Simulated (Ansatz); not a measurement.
NaBr:
```cif
data_BrNa
_chemical_formula_sum 'Na1 Br1'
_space_group_name_H-M_alt 'P 1'
_space_group_IT_number 1
_cell_length_a 4.20549
_cell_length_b 4.20549
_cell_length_c 4.20549
_cell_angle_alpha 60.000
_cell_angle_beta 60.000
_cell_angle_gamma 60.000
loop_
_space_group_symop_operation_xyz
  'x, y, z'
loop_
_atom_site_label
_atom_site_type_symbol
_atom_site_fract_x
_atom_site_fract_y
_atom_site_fract_z
_atom_site_occupancy
Na1 Na 0.00000 0.00000 0.00000 1
Br1 Br 0.50000 0.50000 0.50000 1
```

Relaxed with r²SCAN.

Question: Decompose the optical modes at the zone centre into irreducible representations, and say which are infrared and Raman allowed.

Answer: Point group m-3m: Γ_opt = T1u. Infrared: T1u. Raman: none.

Question: Assign frequencies (DFPT, DFT-r²SCAN in the program Ansatz with PAW potentials; without the LO–TO term).

Answer: T1u 139 cm⁻¹.

Space group Fm-3m (rock salt). The r²SCAN relaxation kept the symmetry of its start; phonons on a q-mesh show no instability.

Potentials: the later of the program's two PAW sets.
